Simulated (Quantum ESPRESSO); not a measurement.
This Quantum ESPRESSO 7.5 run on Mo needs a look.

Contents of pw.in:

```
&CONTROL
  calculation = 'scf'
  prefix = 'pwscf'
  outdir = './tmp'
  pseudo_dir = './pseudo'
  tprnfor = .true.
  tstress = .true.
  disk_io = 'nowf'
/
&SYSTEM
  ibrav = 0
  nat = 1
  ntyp = 1
  ecutwfc = 80
  nbnd = 13
  occupations = 'smearing'
  smearing = 'fd'
  degauss = 0.00367493
&ELECTRONS
  conv_thr = 2d-10
  electron_maxstep = 80
  mixing_beta = 0.5
/
ATOMIC_SPECIES
Mo    95.9500 Mo.upf
CELL_PARAMETERS angstrom
  -1.5838089719    1.5838089719    1.5838089719
   1.5838089719   -1.5838089719    1.5838089719
   1.5838089719    1.5838089719   -1.5838089719
ATOMIC_POSITIONS crystal
Mo     0.0000000000    0.0000000000    0.0000000000
K_POINTS automatic
12 12 12 0 0 0
```

Potentials or basis: PseudoDojo 0.4 FR PBE standard.

Run with:

```bash
$ OMP_NUM_THREADS=1 pw.x -in pw.in > pw.out
```

pw.out:

```text
This program is part of the open-source Quantum ESPRESSO suite
     for quantum simulation of materials; please cite
         "P. Giannozzi et al., J. Phys.:Condens. Matter 21 395502 (2009);
         "P. Giannozzi et al., J. Phys.:Condens. Matter 29 465901 (2017);
         "P. Giannozzi et al., J. Chem. Phys. 152 154105 (2020);
     in publications or presentations arising from this work. More details at

 %%%%%%%%%%%%%%%%%%%%%%%%%%%%%%%%%%%%%%%%%%%%%%%%%%%%%%%%%%%%%%%%%%%%%%%%%%%%%%
     Error in routine  read_namelists (1):
      bad line in namelist &system: "&ELECTRONS" (error could be in the previous line)
 %%%%%%%%%%%%%%%%%%%%%%%%%%%%%%%%%%%%%%%%%%%%%%%%%%%%%%%%%%%%%%%%%%%%%%%%%%%%%%

     stopping ...
```

**Question.** How did it end, and where is the flaw?

**Answer.** The program refused the input. The input holds a flaw that was put in on purpose: missing end of a namelist.
